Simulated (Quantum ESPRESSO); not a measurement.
# Sb (R-3m) in Quantum ESPRESSO: single point with PBEsol

Aim: the single point of Sb with PBEsol.

All numbers are computed with Quantum ESPRESSO 7.5; they aren't measurements. Logs are shortened: lines on timing, memory, paths and dates and some standing lists are left out, and cuts for length are marked.

### Step 1. The structure

Symmetry: R-3m, No. 166, trigonal system. Conventional cell: a = 4.308 Å, b = 4.308 Å, c = 11.274 Å, α = 90.00°, β = 90.00°, γ = 120.00°. Around Sb (site symmetry 3m) lie 3 Sb at 2.91 Å.

### Step 2. Single point, PBEsol

run.py

```python
import numpy as np
from ase.calculators.espresso import Espresso, EspressoProfile
from ase.io import read

atoms = read('POSCAR')

input_data = {
    'control': {'calculation': 'scf', 'prefix': 'pwscf', 'outdir': './tmp', 'tprnfor': True, 'tstress': True, 'disk_io': 'nowf'},
    'system': {'ecutwfc': 45.0, 'ecutrho': 360.0, 'nbnd': 22, 'occupations': 'smearing', 'smearing': 'fd', 'degauss': 0.00367493},
    'electrons': {'conv_thr': 4e-10, 'electron_maxstep': 120, 'mixing_beta': 0.5},
}
pseudopotentials = {'Sb': 'sb_pbesol_v1.4.uspp.F.UPF'}
profile = EspressoProfile(command='mpirun -n 2 pw.x -nk 2', pseudo_dir='pseudo')
dft = Espresso(profile=profile, input_data=input_data, pseudopotentials=pseudopotentials, kpts=(8, 8, 8), koffset=(0, 0, 0))
atoms.calc = dft

print(f'energy {atoms.get_potential_energy():.8f} eV')
print('forces (eV/A)')
print(np.round(atoms.get_forces(), 6))
print('stress (eV/A^3, Voigt)')
print(np.round(atoms.get_stress(), 8))
print(f'Fermi level {dft.get_fermi_level():.4f} eV')
```

POSCAR

```
Sb
1.0
    2.1542000000      1.2437279499      3.7580000000
   -2.1542000000      1.2437279499      3.7580000000
    0.0000000000     -2.4874558998      3.7580000000
Sb
2
Direct
    0.7665100000      0.7665100000      0.7665100000
    0.2334900000      0.2334900000      0.2334900000
```

Potentials or basis: GBRV 1.5 PBEsol.

Started as:

```
> OMP_NUM_THREADS=1 python run.py
```

The program printed:

```text
energy -5023.24783132 eV
forces (eV/A)
[[-0.       -0.       -0.110845]
 [ 0.        0.        0.110845]]
stress (eV/A^3, Voigt)
[-0.00019373 -0.00019373  0.00319152  0.         -0.         -0.        ]
Fermi level 10.1527 eV
```

espresso.pwi:

```text
&CONTROL
   calculation      = 'scf'
   tstress          = .true.
   tprnfor          = .true.
   outdir           = './tmp'
   prefix           = 'pwscf'
   disk_io          = 'nowf'
   pseudo_dir       = 'pseudo'
/
&SYSTEM
   nbnd             = 22
   ecutwfc          = 45.0
   ecutrho          = 360.0
   occupations      = 'smearing'
   degauss          = 0.00367493
   smearing         = 'fd'
   ntyp             = 1
   nat              = 2
   ibrav            = 0
/
&ELECTRONS
   electron_maxstep = 120
   conv_thr         = 4e-10
   mixing_beta      = 0.5
/
&IONS
/
&CELL
/
&FCP
/
&RISM
/
ATOMIC_SPECIES
Sb 121.76 sb_pbesol_v1.4.uspp.F.UPF

K_POINTS automatic
8 8 8  0 0 0

CELL_PARAMETERS angstrom
2.15420000000000 1.24372794990000 3.75800000000000
-2.15420000000000 1.24372794990000 3.75800000000000
0.00000000000000 -2.48745589980000 3.75800000000000

ATOMIC_POSITIONS angstrom
Sb 0.0000000000 -0.0000000000 8.6416337400  
Sb -0.0000000000 -0.0000000000 2.6323662600
```

espresso.pwo:

```text
This program is part of the open-source Quantum ESPRESSO suite
     for quantum simulation of materials; please cite
         "P. Giannozzi et al., J. Phys.:Condens. Matter 21 395502 (2009);
         "P. Giannozzi et al., J. Phys.:Condens. Matter 29 465901 (2017);
         "P. Giannozzi et al., J. Chem. Phys. 152 154105 (2020);
     in publications or presentations arising from this work. More details at

Warning: card &CELL ignored
Warning: card &FCP ignored
Warning: card &RISM ignored

     Message from routine setup:
     using ibrav=0 with symmetry is DISCOURAGED, use correct ibrav instead

     K-points division:     npool     =       2
     Subspace diagonalization in iterative solution of the eigenvalue problem:
     a serial algorithm will be used

     G-vector sticks info
     --------------------
     sticks:   dense  smooth     PW     G-vecs:    dense   smooth      PW
     Sum        1745     875    277                47101    16621    2897

     Using Slab Decomposition

     bravais-lattice index     =            0
     lattice parameter (alat)  =       8.5164  a.u.
     unit-cell volume          =     407.6768 (a.u.)^3
     number of atoms/cell      =            2
     number of atomic types    =            1
     number of electrons       =        30.00
     number of Kohn-Sham states=           22
     kinetic-energy cutoff     =      45.0000  Ry
     charge density cutoff     =     360.0000  Ry
     scf convergence threshold =      4.0E-10
     mixing beta               =       0.5000
     number of iterations used =            8  plain     mixing
     Exchange-correlation= SLA  PW   PSX  PSC
                           (   1   4  10   8   0   0   0)

     celldm(1)=   8.516357  celldm(2)=   0.000000  celldm(3)=   0.000000
     celldm(4)=   0.000000  celldm(5)=   0.000000  celldm(6)=   0.000000

     crystal axes: (cart. coord. in units of alat)
               a(1) = (   0.478003   0.275975   0.833877 )
               a(2) = (  -0.478003   0.275975   0.833877 )
               a(3) = (   0.000000  -0.551951   0.833877 )

     reciprocal axes: (cart. coord. in units 2 pi/alat)
               b(1) = (  1.046018  0.603918  0.399739 )
               b(2) = ( -1.046018  0.603918  0.399739 )
               b(3) = (  0.000000 -1.207837  0.399739 )

     PseudoPot. # 1 for Sb read from file:
     sb_pbesol_v1.4.uspp.F.UPF
     Pseudo is Ultrasoft + core correction, Zval = 15.0
     Generated by new atomic code, or converted to UPF format
     Using radial grid of  891 points,  6 beta functions with:
                l(1) =   0
                l(2) =   0
                l(3) =   1
                l(4) =   1
                l(5) =   2
                l(6) =   2
     Q(r) pseudized with  8 coefficients,  rinner =    1.350   1.350   1.350
                                                       1.350   1.350

     atomic species   valence    mass     pseudopotential
     Sb               15.00   121.76000     Sb( 1.00)

     12 Sym. Ops., with inversion, found

   Cartesian axes

     site n.     atom                  positions (alat units)
         1        Sb     tau(   1) = (   0.0000000  -0.0000000   1.9175243  )
         2        Sb     tau(   2) = (  -0.0000000  -0.0000000   0.5841056  )

     number of k points=    65  Fermi-Dirac smearing, width (Ry)=  0.0037
                       cart. coord. in units 2pi/alat
        k(    1) = (   0.0000000   0.0000000   0.0000000), wk =   0.0039062
        k(    2) = (   0.0000000  -0.1509796   0.0499674), wk =   0.0234375
        k(    3) = (   0.0000000  -0.3019592   0.0999348), wk =   0.0234375
        k(    4) = (   0.0000000  -0.4529389   0.1499023), wk =   0.0234375
        k(    5) = (   0.0000000   0.6039185  -0.1998697), wk =   0.0117188
        k(    6) = (  -0.1307522  -0.0754898   0.0999348), wk =   0.0234375
[... 57 lines left out ...]
        k(   64) = (   0.9152653   0.3774491  -0.1998697), wk =   0.0234375
        k(   65) = (   0.0000000   0.0000000  -0.5996091), wk =   0.0039062

     Dense  grid:    47101 G-vectors     FFT dimensions: (  54,  54,  54)

     Smooth grid:    16621 G-vectors     FFT dimensions: (  40,  40,  40)

     Check: negative core charge=   -0.000003

     Initial potential from superposition of free atoms

     starting charge      28.0000, renormalised to      30.0000
     Starting wfcs are   18 randomized atomic wfcs +    4 random wfcs

     Self-consistent Calculation

     iteration #  1     ecut=    45.00 Ry     beta= 0.50
     Davidson diagonalization with overlap
     ethr =  1.00E-02,  avg # of iterations =  6.2

     total energy              =    -368.77181908 Ry
     estimated scf accuracy    <       2.07083716 Ry

     iteration #  2     ecut=    45.00 Ry     beta= 0.50
     Davidson diagonalization with overlap
     ethr =  6.90E-03,  avg # of iterations =  2.0

     total energy              =    -369.20046026 Ry
     estimated scf accuracy    <       0.02059177 Ry

     iteration #  3     ecut=    45.00 Ry     beta= 0.50
     Davidson diagonalization with overlap
     ethr =  6.86E-05,  avg # of iterations =  4.2
[... 22 lines left out ...]
     total energy              =    -369.20193809 Ry
     estimated scf accuracy    <       0.00000011 Ry

     iteration #  7     ecut=    45.00 Ry     beta= 0.50
     Davidson diagonalization with overlap
     ethr =  3.67E-10,  avg # of iterations =  2.2

     total energy              =    -369.20193814 Ry
     estimated scf accuracy    <          7.0E-09 Ry

     iteration #  8     ecut=    45.00 Ry     beta= 0.50
     Davidson diagonalization with overlap
     ethr =  2.33E-11,  avg # of iterations =  2.0

     End of self-consistent calculation

          k = 0.0000 0.0000 0.0000 (  2079 PWs)   bands (ev):

   -19.3085 -19.3085 -19.2192 -19.2192 -19.1961 -19.1054 -19.1054 -19.1009
   -19.0251 -19.0251  -2.6591   5.2296   8.0224   8.2971   8.2971  12.1619
    12.7861  12.7861  15.2156  15.2156  15.3457  16.6446

          k = 0.0000-0.1510 0.0500 (  2075 PWs)   bands (ev):

   -19.3023 -19.2996 -19.2162 -19.2140 -19.1923 -19.1096 -19.1084 -19.1046
   -19.0340 -19.0316  -2.4865   4.5136   8.0631   8.2558   8.5538  12.0511
    12.3368  12.3843  14.6527  15.1130  15.3243  17.8419

          k = 0.0000-0.3020 0.0999 (  2071 PWs)   bands (ev):

   -19.2858 -19.2743 -19.2089 -19.1998 -19.1808 -19.1217 -19.1212 -19.1110
   -19.0582 -19.0491  -1.9737   3.0636   8.0794   8.1835   8.9872  11.3249
    11.4451  11.5406  14.9963  15.6497  16.2007  20.1248
[... 223 lines left out ...]
          k = 0.6538 0.2265-0.2998 (  2085 PWs)   bands (ev):

   -19.2921 -19.2222 -19.2101 -19.1724 -19.1557 -19.1501 -19.1389 -19.1237
   -19.0998 -19.0404  -0.1072   1.6166   4.6475   5.9204   7.5399  12.2832
    13.4328  15.5704  16.4819  17.9537  20.0443  20.9762

          k = 0.6538 0.0755-0.2498 (  2071 PWs)   bands (ev):

   -19.2839 -19.2097 -19.1967 -19.1746 -19.1703 -19.1510 -19.1368 -19.1258
   -19.1051 -19.0517   0.1508   1.0034   5.0206   6.0090   8.3139  11.4989
    13.9528  15.0284  15.4217  16.8059  19.8365  20.7201

          k = 0.6538-0.0755-0.1999 (  2076 PWs)   bands (ev):

   -19.2752 -19.1939 -19.1849 -19.1776 -19.1712 -19.1700 -19.1390 -19.1185
   -19.1144 -19.0619   0.1317   0.5327   5.8211   7.0028   8.6431  10.4655
    13.2024  13.6804  16.2371  16.5449  19.0959  19.1116

          k = 0.5230 0.3020-0.2498 (  2092 PWs)   bands (ev):

   -19.2962 -19.2214 -19.2107 -19.1597 -19.1569 -19.1562 -19.1423 -19.1297
   -19.0975 -19.0350  -0.3266   1.8207   4.9073   6.5832   6.6891  11.9011
    14.2192  14.9700  16.0162  19.3551  19.7215  20.7168

          k = 0.5230 0.1510-0.1999 (  2082 PWs)   bands (ev):

   -19.2928 -19.2133 -19.2075 -19.1710 -19.1617 -19.1537 -19.1349 -19.1310
   -19.1006 -19.0400  -0.5972   1.8336   5.5524   6.2753   7.6112  12.1465
    13.0740  14.5467  15.1924  18.7233  19.1266  19.9414

          k = 0.3923 0.2265-0.1499 (  2077 PWs)   bands (ev):
[... 107 lines left out ...]
          k = 0.9153 0.3774-0.1999 (  2084 PWs)   bands (ev):

   -19.2679 -19.2530 -19.2007 -19.1951 -19.1729 -19.1290 -19.1189 -19.1177
   -19.0847 -19.0688  -0.7217   1.2873   6.0300   6.8655   9.7389  10.3146
    13.3132  13.9008  15.7528  16.5318  19.5357  19.5974

          k = 0.0000 0.0000-0.5996 (  2062 PWs)   bands (ev):

   -19.2594 -19.2594 -19.2009 -19.2009 -19.1760 -19.1192 -19.1189 -19.1189
   -19.0785 -19.0785  -1.1190   1.0717   8.7778   8.7778   9.5766  10.2105
    10.2105  11.1713  17.0804  19.0527  19.0527  19.3670

     the Fermi energy is    10.1527 ev

!    total energy              =    -369.20193814 Ry
     estimated scf accuracy    <          6.2E-11 Ry
     smearing contrib. (-TS)   =      -0.00021442 Ry
     internal energy E=F+TS    =    -369.20172371 Ry

     The total energy is F=E-TS. E is the sum of the following terms:
     one-electron contribution =    -165.73568305 Ry
     hartree contribution      =      99.39593224 Ry
     xc contribution           =     -87.15300272 Ry
     ewald contribution        =    -215.70897019 Ry

     convergence has been achieved in   8 iterations

     Forces acting on atoms (cartesian axes, Ry/au):

     atom    1 type  1   force =    -0.00000000   -0.00000000   -0.00431118
     atom    2 type  1   force =     0.00000000    0.00000000    0.00431118

     Total force =     0.006097     Total SCF correction =     0.000005

     Computing stress (Cartesian axis) and pressure

          total   stress  (Ry/bohr**3)                   (kbar)     P=       -1.50
   0.00000211   0.00000000   0.00000000            0.31        0.00        0.00
  -0.00000000   0.00000211  -0.00000000           -0.00        0.31       -0.00
  -0.00000000   0.00000000  -0.00003476           -0.00        0.00       -5.11

=------------------------------------------------------------------------------=
   JOB DONE.
=------------------------------------------------------------------------------=
```

It took 27 s on 2 MPI ranks of Arm Neoverse V2, shared host; peak memory 0.3 GiB.

What came out:

| Property | Result |
| --- | --- |
| Free energy | -5023.2483 eV |
| Pressure | -0.1 GPa |
| Largest force | 0.111 eV/Å |
| Band gap on the k mesh | none (metal or under the smearing width) |

Forces in eV/Å, atoms in the order of the input:
```
Sb   0.000  0.000 -0.111
Sb   0.000  0.000  0.111
```

Spin-orbit coupling is left out, which matters for the levels of Sb.
